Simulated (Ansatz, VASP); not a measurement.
# AlN in VASP and in Ansatz

```xyz
4
Lattice="3.0637 0.0000 0.0000 -1.5319 2.6533 0.0000 0.0000 0.0000 4.8859" Properties=species:S:1:pos:R:3 pbc="T T T"
Al    0.0000    1.7688   -0.0025
Al    1.5319    0.8844    2.4405
N     0.0000    1.7688    1.8689
N     1.5319    0.8844    4.3118
```

Alike in both runs: functional HSE06; k mesh 6 × 6 × 4; no spin polarisation.

Ansatz relaxed the structure, and its values are those at the end. VASP's run is a single point on that final structure, the one shown.

|  | VASP | Ansatz |
| --- | --- | --- |
| version | VASP 6.6.1 | Ansatz 0.2.0 |
| potentials or method | VASP PAW PBE potentials, release 64 (Al, N) | scalar-relativistic, plane waves, PAW |
| plane-wave cutoff (eV) | 520 | 520 |
| occupations | gaussian, width 0.01 eV | fixed |
| valence electrons in the cell | 16 | 16 |

Ansatz gave:

* gap on the k mesh at the Fermi level (eV): 6.02
* least direct gap on the mesh (eV): 6.02
* pressure (GPa): 10.0

Estimate VASP's values.

gap on the k mesh at the Fermi level (eV): 6.01; least direct gap on the mesh (eV): 6.01; pressure (GPa): 9.9.

Caveats: the PAW data sets were made with another functional, which shifts forces and pressure a little (VASP). A k mesh can miss the band edges.
